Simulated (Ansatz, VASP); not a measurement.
This is a calculation of HfN for VASP 6.6.1.

File INCAR:

```
SYSTEM = HfN
ALGO = Fast
EDIFF = 1E-6
EDIFFG = -0.01
ENCUT = 600
GGA = PE
IBRION = 2
ISIF = 3
ISMEAR = -1
IVDW = 13
LASPH = .True.
LCHARG = .False.
LREAL = .False.
LWAVE = .False.
NELM = 100
NSW = 60
PREC = Accurate
SIGMA = 0.1
```

File KPOINTS:

```
k-points
0
Gamma
  10 10 10
  0 0 0
```

The input POSCAR:

```
HfN
1.0
    0.0000000000      2.2560000000      2.2560000000
    2.2560000000      0.0000000000      2.2560000000
    2.2560000000      2.2560000000      0.0000000000
Hf N
1 1
Direct
    0.0256250000     -0.0187190000     -0.0028430000
    0.4146430000      0.5468780000      0.5486140000
```

Potentials or basis: VASP PAW PBE potentials, release 64 (Hf_pv, N).

Launch:

```console
$ cat potpaw_PBE.64/Hf_pv/POTCAR potpaw_PBE.64/N/POTCAR > POTCAR
$ mpirun -np 1 vasp_std > vasp.out
```

Q: Set up the same calculation for Ansatz 0.2.0. Potentials there: Ansatz PAW.

A: As run (the cutoff follows the program's own potentials):

The input input.yaml:

```yaml
crystal:
  lattice:
    - [0.0, 2.256, 2.256]
    - [2.256, 0.0, 2.256]
    - [2.256, 2.256, 0.0]
  atoms:
    - { symbol: Hf, position: [0.025625, -0.018719, -0.002843] }
    - { symbol: "N", position: [0.414643, 0.546878, 0.548614] }
hamiltonian:
  xc: pbe
  pseudopotentials: { kind: paw, core: large }
  dispersion: d4
kpoints:
  mp_grid: { grid: [10, 10, 10] }
scf:
  occupations: { method: fermi_dirac, width: 0.1 }
output:
  forces: true
  stress: true
relax:
  f_tol: 0.01
  max_steps: 40
  cell: { stress_tol: 0.05 }
```

Potentials or basis: Ansatz PAW.

The run is started by

```sh
$ ansatz run input.yaml --threads 1 --pin off --max-ram 2560MiB --backend cpu --events-out ev --progress --plain --runs-dir out
```

Both were run:

|  | VASP | Ansatz | Ansatz less VASP |
| --- | --- | --- | --- |
| relaxed volume (Å³/atom) | 11.46 | 11.56 | +0.103 |
| relaxed cell length with the largest relative difference (Å) | 3.188 | 3.198 | +0.0094 |
| energy change over the relaxation (meV/atom) | -290 | -289 | +0.7 |

The two sets of potentials don't hold the same shells in valence.

Caveats: pairwise dispersion overbinds metals, which lowers pressure and volume (VASP); the plane-wave basis is chosen anew once the cell has moved, so the energies of steps on either side of that aren't comparable (Ansatz); the pressure holds a Pulay correction of +0.5 GPa for the finite cutoff (Ansatz). Spin-orbit coupling is left out, which matters for the levels of Hf.
